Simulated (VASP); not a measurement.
Input of a VASP 6.6.1 run:

File INCAR:

```
SYSTEM = Si24H10C
ALGO = Normal
EDIFF = 1E-7
ENCUT = 400
GGA = PE
ISIF = 2
ISMEAR = 0
ISYM = 0
IVDW = 12
LASPH = .TRUE.
LCHARG = .FALSE.
LREAL = Auto
LWAVE = .FALSE.
NBANDS = 151
NCORE = 4
NELM = 80
PREC = Accurate
SIGMA = 0.05
```

File KPOINTS:

```
k-points
0
G
  1 1 1
  0 0 0
```

POSCAR

```
Si24H10C
1.0
    7.6805938572      7.6805938572      0.0000000000
   -7.6805938572      7.6805938572      0.0000000000
    0.0000000000      0.0000000000     23.4276500000
Si H C
48 20 2
Direct
    0.7005149941      0.2994850059      0.4169282877
    0.7994850059      0.7005149941      0.4169282877
    0.0494850059      0.9505149941      0.4451001274
    0.2994850059      0.2005149941      0.4169282877
    0.9505149941      0.5494850059      0.4451001274
    0.2005149941      0.7994850059      0.4169282877
    0.4505149941      0.0494850059      0.4451001274
    0.5494850059      0.4505149941      0.4451001274
    0.8750000000      0.3750000000      0.3773276449
    0.8750000000      0.8750000000      0.3773276449
    0.1250000000      0.1250000000      0.3773276449
    0.3750000000      0.3750000000      0.3773276449
    0.1250000000      0.6250000000      0.3773276449
    0.3750000000      0.8750000000      0.3773276449
    0.6250000000      0.1250000000      0.3773276449
    0.6250000000      0.6250000000      0.3773276449
    0.0000000000      0.2500000000      0.3193726217
    0.0000000000      0.7500000000      0.3193726217
    0.2500000000      0.0000000000      0.3193726217
    0.5000000000      0.2500000000      0.3193726217
    0.2500000000      0.5000000000      0.3193726217
    0.5000000000      0.7500000000      0.3193726217
    0.7500000000      0.0000000000      0.3193726217
    0.7500000000      0.5000000000      0.3193726217
    0.8750000000      0.1250000000      0.2614175984
    0.8750000000      0.6250000000      0.2614175984
    0.1250000000      0.8750000000      0.2614175984
    0.3750000000      0.1250000000      0.2614175984
    0.1250000000      0.3750000000      0.2614175984
    0.3750000000      0.6250000000      0.2614175984
    0.6250000000      0.8750000000      0.2614175984
    0.6250000000      0.3750000000      0.2614175984
    0.7500000000      0.2500000000      0.2034625752
    0.7500000000      0.7500000000      0.2034625752
    0.0000000000      0.0000000000      0.2034625752
    0.2500000000      0.2500000000      0.2034625752
    0.0000000000      0.5000000000      0.2034625752
    0.2500000000      0.7500000000      0.2034625752
    0.5000000000      0.0000000000      0.2034625752
    0.5000000000      0.5000000000      0.2034625752
    0.8750000000      0.3750000000      0.1455075520
    0.8750000000      0.8750000000      0.1455075520
    0.1250000000      0.1250000000      0.1455075520
    0.3750000000      0.3750000000      0.1455075520
    0.1250000000      0.6250000000      0.1455075520
    0.3750000000      0.8750000000      0.1455075520
    0.6250000000      0.1250000000      0.1455075520
    0.6250000000      0.6250000000      0.1455075520
    0.9516281893      0.2983718107      0.1067115140
    0.7983718107      0.4516281893      0.1067115140
    0.9516281893      0.7983718107      0.1067115140
    0.7983718107      0.9516281893      0.1067115140
    0.2016281893      0.0483718107      0.1067115140
    0.0483718107      0.2016281893      0.1067115140
    0.4516281893      0.2983718107      0.1067115140
    0.2983718107      0.4516281893      0.1067115140
    0.2016281893      0.5483718107      0.1067115140
    0.0483718107      0.7016281893      0.1067115140
    0.4516281893      0.7983718107      0.1067115140
    0.2983718107      0.9516281893      0.1067115140
    0.7016281893      0.0483718107      0.1067115140
    0.5483718107      0.2016281893      0.1067115140
    0.7016281893      0.5483718107      0.1067115140
    0.5483718107      0.7016281893      0.1067115140
    0.2719762474      0.6090222837      0.5066161182
    0.3909751738      0.7280260755      0.5066153510
    0.2698940784      0.8491071320      0.5752542115
    0.1508913321      0.7301065470      0.5752526779
    0.3033462807      0.6966561211      0.5225594917
    0.2385193901      0.7614793381      0.5593066122
```

Potentials or basis: VASP PAW PBE potentials, release 64 (Si, H, C).

Run with:

```bash
$ cat potpaw_PBE.64/Si/POTCAR potpaw_PBE.64/H/POTCAR potpaw_PBE.64/C/POTCAR > POTCAR
$ mpirun -np 8 vasp_gam > vasp.out
```

(1) Predict the largest force.

(2) What does it give for the band gap on the k mesh?

(3) Predict the dispersion energy per atom.

Answers

(1) 1.345 eV/Å.

(2) 0.12 eV, direct.

(3) -0.185 eV.
